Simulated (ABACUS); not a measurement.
An input for ABACUS 3.10.1 (HfC):

run_abacus.py

```python
"""ABACUS run from a structure file: ASE reads it, the script writes STRU, KPT and INPUT."""
import re
import subprocess
import spglib
from ase import Atoms
from ase.io import read
from ase.units import Bohr

atoms = read("HfC.cif")
cell, frac, numbers = spglib.standardize_cell((atoms.cell[:], atoms.get_scaled_positions(), atoms.numbers), to_primitive=True, symprec=1e-4)
atoms = Atoms(numbers=numbers, cell=cell, scaled_positions=frac, pbc=True)  # the primitive cell
atoms = atoms[(-atoms.numbers).argsort(kind="stable")]  # ABACUS lists atoms element by element
pseudo = {'Hf': 'Hf-sp.oncvpsp.upf', 'C': 'C.pbe-n-kjpaw_psl.1.0.0.UPF'}
orbital = {}
magmoms = None
kmesh = [8, 8, 8]
params = {
    'suffix': 'HfC',
    'calculation': 'scf',
    'basis_type': 'pw',
    'pseudo_dir': './',
    'symmetry': 1,
    'dft_functional': 'GGA_X_AM05+GGA_C_AM05',
    'ecutwfc': 55,
    'pseudo_rcut': 10,
    'nspin': 1,
    'nbands': 12,
    'ks_solver': 'dav',
    'smearing_method': 'fd',
    'smearing_sigma': 0.00367493,
    'scf_thr': 1e-08,
    'scf_nmax': 100,
    'mixing_type': 'broyden',
    'mixing_beta': 0.7,
    'cal_force': 1,
    'cal_stress': 1,
    'ecutrho': 440,
    'kpar': 4,
}

symbols = atoms.get_chemical_symbols()
elements = list(dict.fromkeys(symbols))
lines = ["ATOMIC_SPECIES"] + [f"{e} {atoms.get_masses()[symbols.index(e)]:.4f} {pseudo[e]}" for e in elements]
if orbital:
    lines += ["", "NUMERICAL_ORBITAL"] + [orbital[e] for e in elements]
lines += ["", "LATTICE_CONSTANT", f"{1 / Bohr:.10f}", "", "LATTICE_VECTORS"]
lines += [" ".join(f"{x:.10f}" for x in v) for v in atoms.cell]
lines += ["", "ATOMIC_POSITIONS", "Direct"]
for e in elements:
    lines += ["", e, "0.0", str(symbols.count(e))]
    for i, p in enumerate(atoms.get_scaled_positions(wrap=False)):
        if symbols[i] == e:
            mag = "" if magmoms is None else " mag " + " ".join(str(x) for x in (magmoms[i] if isinstance(magmoms[i], list) else [magmoms[i]]))
            lines.append(" ".join(f"{x:.10f}" for x in p) + " 1 1 1" + mag)
open("STRU", "w").write("\n".join(lines) + "\n")
open("KPT", "w").write("K_POINTS\n0\nGamma\n%d %d %d 0 0 0\n" % tuple(kmesh))
open("INPUT", "w").write("INPUT_PARAMETERS\n" + "".join(f"{k:<20s}{v}\n" for k, v in params.items()))

done = subprocess.run(['mpirun', '-np', '4', 'abacus'])
if done.returncode:
    raise SystemExit(done.returncode)
log = open("OUT.HfC/running_scf.log").read()
print("final energy (eV):", re.findall(r"FINAL_ETOT_IS (\S+)", log))
```

HfC.cif

```cif
data_HfC
_cell_length_a 4.55507541
_cell_length_b 4.55507541
_cell_length_c 4.55507541
_cell_angle_alpha 90.00000000
_cell_angle_beta 90.00000000
_cell_angle_gamma 90.00000000
_space_group_name_H-M_alt 'Fm-3m'
_space_group_name_Hall '-F 4 2 3'
_space_group_IT_number 225
loop_
_space_group_symop_operation_xyz
'x,y,z'
'-x,-y,-z'
'-y,x,z'
'y,-x,-z'
'-x,-y,z'
'x,y,-z'
'y,-x,z'
'-y,x,-z'
'x,-y,-z'
'-x,y,z'
'-y,-x,-z'
'y,x,z'
'-x,y,-z'
'x,-y,z'
'y,x,-z'
'-y,-x,z'
'z,x,y'
'-z,-x,-y'
'z,-y,x'
'-z,y,-x'
'z,-x,-y'
'-z,x,y'
'z,y,-x'
'-z,-y,x'
'-z,x,-y'
'z,-x,y'
'-z,-y,-x'
'z,y,x'
'-z,-x,y'
'z,x,-y'
'-z,y,x'
'z,-y,-x'
'y,z,x'
'-y,-z,-x'
'x,z,-y'
'-x,-z,y'
'-y,z,-x'
'y,-z,x'
'-x,z,y'
'x,-z,-y'
'-y,-z,x'
'y,z,-x'
'-x,-z,-y'
'x,z,y'
'y,-z,-x'
'-y,z,x'
'x,-z,y'
'-x,z,-y'
'x,y+1/2,z+1/2'
'-x,-y+1/2,-z+1/2'
'-y,x+1/2,z+1/2'
'y,-x+1/2,-z+1/2'
'-x,-y+1/2,z+1/2'
'x,y+1/2,-z+1/2'
'y,-x+1/2,z+1/2'
'-y,x+1/2,-z+1/2'
'x,-y+1/2,-z+1/2'
'-x,y+1/2,z+1/2'
'-y,-x+1/2,-z+1/2'
'y,x+1/2,z+1/2'
'-x,y+1/2,-z+1/2'
[... 41 lines left out ...]
'y+1/2,-x,z+1/2'
'-y+1/2,x,-z+1/2'
'x+1/2,-y,-z+1/2'
'-x+1/2,y,z+1/2'
'-y+1/2,-x,-z+1/2'
'y+1/2,x,z+1/2'
'-x+1/2,y,-z+1/2'
'x+1/2,-y,z+1/2'
'y+1/2,x,-z+1/2'
'-y+1/2,-x,z+1/2'
'z+1/2,x,y+1/2'
'-z+1/2,-x,-y+1/2'
'z+1/2,-y,x+1/2'
'-z+1/2,y,-x+1/2'
'z+1/2,-x,-y+1/2'
'-z+1/2,x,y+1/2'
'z+1/2,y,-x+1/2'
'-z+1/2,-y,x+1/2'
'-z+1/2,x,-y+1/2'
'z+1/2,-x,y+1/2'
'-z+1/2,-y,-x+1/2'
'z+1/2,y,x+1/2'
'-z+1/2,-x,y+1/2'
'z+1/2,x,-y+1/2'
'-z+1/2,y,x+1/2'
'z+1/2,-y,-x+1/2'
'y+1/2,z,x+1/2'
'-y+1/2,-z,-x+1/2'
'x+1/2,z,-y+1/2'
'-x+1/2,-z,y+1/2'
'-y+1/2,z,-x+1/2'
'y+1/2,-z,x+1/2'
'-x+1/2,z,y+1/2'
'x+1/2,-z,-y+1/2'
'-y+1/2,-z,x+1/2'
'y+1/2,z,-x+1/2'
'-x+1/2,-z,-y+1/2'
'x+1/2,z,y+1/2'
'y+1/2,-z,-x+1/2'
'-y+1/2,z,x+1/2'
'x+1/2,-z,y+1/2'
'-x+1/2,z,-y+1/2'
'x+1/2,y+1/2,z'
'-x+1/2,-y+1/2,-z'
'-y+1/2,x+1/2,z'
'y+1/2,-x+1/2,-z'
'-x+1/2,-y+1/2,z'
'x+1/2,y+1/2,-z'
'y+1/2,-x+1/2,z'
'-y+1/2,x+1/2,-z'
'x+1/2,-y+1/2,-z'
'-x+1/2,y+1/2,z'
'-y+1/2,-x+1/2,-z'
'y+1/2,x+1/2,z'
'-x+1/2,y+1/2,-z'
'x+1/2,-y+1/2,z'
'y+1/2,x+1/2,-z'
'-y+1/2,-x+1/2,z'
'z+1/2,x+1/2,y'
'-z+1/2,-x+1/2,-y'
'z+1/2,-y+1/2,x'
'-z+1/2,y+1/2,-x'
'z+1/2,-x+1/2,-y'
'-z+1/2,x+1/2,y'
'z+1/2,y+1/2,-x'
'-z+1/2,-y+1/2,x'
'-z+1/2,x+1/2,-y'
'z+1/2,-x+1/2,y'
'-z+1/2,-y+1/2,-x'
'z+1/2,y+1/2,x'
'-z+1/2,-x+1/2,y'
'z+1/2,x+1/2,-y'
'-z+1/2,y+1/2,x'
'z+1/2,-y+1/2,-x'
'y+1/2,z+1/2,x'
'-y+1/2,-z+1/2,-x'
'x+1/2,z+1/2,-y'
'-x+1/2,-z+1/2,y'
'-y+1/2,z+1/2,-x'
'y+1/2,-z+1/2,x'
'-x+1/2,z+1/2,y'
'x+1/2,-z+1/2,-y'
'-y+1/2,-z+1/2,x'
'y+1/2,z+1/2,-x'
'-x+1/2,-z+1/2,-y'
'x+1/2,z+1/2,y'
'y+1/2,-z+1/2,-x'
'-y+1/2,z+1/2,x'
'x+1/2,-z+1/2,y'
'-x+1/2,z+1/2,-y'
loop_
_atom_site_label
_atom_site_type_symbol
_atom_site_symmetry_multiplicity
_atom_site_Wyckoff_symbol
_atom_site_fract_x
_atom_site_fract_y
_atom_site_fract_z
_atom_site_occupancy
Hf1 Hf 4 b 0.5000000000 0.0000000000 0.0000000000 1
C1 C 4 a 0.0000000000 0.0000000000 0.0000000000 1
```

Potentials or basis: SSSP 1.3 efficiency PBE, plane waves.

Run with:

```console
$ OMP_NUM_THREADS=1 python run_abacus.py > log
```

Question: How does this run end?

Answer: The run stopped without a result. It printed:

running log:

```text
ABACUS v3.10.1

               Atomic-orbital Based Ab-initio Computation at UStc

 ------------------------------------------------------------------------------------

 READING GENERAL INFORMATION
                           global_out_dir = OUT.HfC/
                           global_in_card = INPUT
                               pseudo_dir = ./
[... 60 lines left out ...]
 XC functional updated to : GGA_X_AM05+GGA_C_AM05
          exchange-correlation functional = GGA_X_AM05+GGA_C_AM05
 !!!!!!!!!!!!!!!!!!!!!!!!!!!!!!!!!!!!!!!!!!!!!!!!!!!!!!!!!
                         NOTICE
 !!!!!!!!!!!!!!!!!!!!!!!!!!!!!!!!!!!!!!!!!!!!!!!!!!!!!!!!!

 PAW POTENTIAL IS NOT SUPPORTED
 CHECK IN FILE : OUT.HfC/warning.log

 !!!!!!!!!!!!!!!!!!!!!!!!!!!!!!!!!!!!!!!!!!!!!!!!!!!!!!!!!
                         NOTICE
 !!!!!!!!!!!!!!!!!!!!!!!!!!!!!!!!!!!!!!!!!!!!!!!!!!!!!!!!!
 Check in file : OUT.HfC/warning.log
```

On the terminal:

```text
ABACUS v3.10.1

               Atomic-orbital Based Ab-initio Computation at UStc

 dft_functional readin is: GGA_X_AM05+GGA_C_AM05
 dft_functional in pseudopot file is: PBE
 Please make sure this is what you need

 !!!!!!!!!!!!!!!!!!!!!!!!!!!!!!!!!!!!!!!!!!!!!!!!!!!!!!!!!
                         NOTICE
 !!!!!!!!!!!!!!!!!!!!!!!!!!!!!!!!!!!!!!!!!!!!!!!!!!!!!!!!!

 PAW POTENTIAL IS NOT SUPPORTED
 CHECK IN FILE : OUT.HfC/warning.log

 !!!!!!!!!!!!!!!!!!!!!!!!!!!!!!!!!!!!!!!!!!!!!!!!!!!!!!!!!
                         NOTICE
 !!!!!!!!!!!!!!!!!!!!!!!!!!!!!!!!!!!!!!!!!!!!!!!!!!!!!!!!!
```
